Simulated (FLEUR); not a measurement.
CdSe:

```xyz
2
Lattice="0.0000 3.0703 3.0703 3.0703 0.0000 3.0703 3.0703 3.0703 0.0000" Properties=species:S:1:pos:R:3 pbc="T T T"
Cd    0.0000    0.0000    0.0000
Se    1.5351    1.5351    1.5351
```

Measurements of this composition are mostly on another form, of space group No. 186.

Base run:

| Quantity | Value |
| --- | --- |
| Program | FLEUR MaX-R8.1 (later development tree) |
| Functional | PZ |
| Potentials or basis | all-electron |
| Basis | FLAPW |
| Kmax | 3.88 1/bohr |
| k mesh | 8 × 8 × 8 |
| Occupations | fermi-dirac, width 0.05 eV |
| Spin | no spin polarisation |

Its results: band gap on the k mesh 0.27 eV, direct.

Problem. The run is repeated on the same cell with these changes: functional from PZ to Wigner. What comes out?

Solution. Band gap on the k mesh 0.20 eV, direct.

Not every run made on this cell is shown here.
